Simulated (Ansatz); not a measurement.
Input and command of a plane-wave DFT calculation in Ansatz:

```yaml
crystal:
  lattice:
    - [2.6021736128, 0.0, 0.0]
    - [-1.3010868064, 2.2535484538, 0.0]
    - [0.0, 0.0, 4.3848426969]
  atoms:
    - { symbol: Rh, position: [0.6666666667, 0.3333333333, 0.75] }
    - { symbol: Rh, position: [0.3333333333, 0.6666666667, 0.25] }
basis:
  ecutwfc: 420
kpoints:
  mp_grid: { grid: [24, 24, 14] }
hamiltonian:
  xc: pbe
scf:
  occupations: { method: gaussian, width: 0.15 }
output:
  forces: true
  stress: true
  eigenvalues: true
```

```bash
ansatz run input.yaml --threads 1 --pin off --max-ram 2560MiB --backend cpu --events-out ev --progress --plain --runs-dir out
```

Processor: Intel(R) Xeon(R) Gold 6455B (Sapphire Rapids), 1 thread, on a host shared with other jobs.

Q: How long does it run, and how much memory does it take?

A: About 9.4 s on 1 thread of Intel(R) Xeon(R) Gold 6455B (Sapphire Rapids) (shared host), peak memory 0.54 GiB. It solves 21 bands at 488 k points (the mesh reduced by the symmetry that the task leaves, which can be less than the crystal's) with about 537 plane waves, in 6 SCF iterations.
